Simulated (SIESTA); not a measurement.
**Sb under changes of volume**

One of the cells (26.654 Å³/atom); the others are scaled copies at fixed shape and fractional positions:

```
Sb
1.0
     3.35453    0.00000    0.00000
    -1.67727    2.90511    0.00000
     0.00000    0.00000    5.47016
Sb
2
Direct
  0.66667 0.33333 0.75000
  0.33333 0.66667 0.25000
```

This isn't the form of Sb at room conditions, which is rhombohedral.

- Program: SIESTA 5.4.2
- Functional: PBEsol
- Potentials or basis: PseudoDojo 0.4 standard (PBEsol files)
- Basis: DZP (energy shift 0.003 Ry; two zetas on semicore shells)
- Grid cutoff: 500 Ry
- Energy shift: 0.003 Ry
- k mesh: 9 × 9 × 5
- Occupations: fermi-dirac, width 0.05 eV
- Spin: no spin polarisation

```tsv
volume (Å³/atom)	energy over the lowest point (meV/atom)	pressure (GPa)
25.055	25.41	5.3
25.588	?	?
26.121	3.17	1.7
26.654	0.00	0.3
27.187	1.15	-1.0
27.720	6.36	-2.2
28.253	15.31	-3.2
```

Q: What does the run at 25.588 Å³/atom give?

A: Energy over the lowest point 11.30 meV/atom; pressure 3.4 GPa.

Worked out: A Birch-Murnaghan fit of order 3 (a polynomial in V^(-2/3)) to the other rows has its minimum at 26.77 Å³/atom with B0 = V·E''(V) = 66 GPa and B' = 4.4 at fixed shape and positions, which overstates the stiffness. It gives 11.52 meV/atom at 25.588 Å³/atom, against the run's 11.30, and -dE/dV = 3.3 GPa, against 3.4.

Energies are extrapolated to zero smearing.

Caveats: the basis of atomic orbitals isn't converged, which shifts pressures, moduli and gaps.
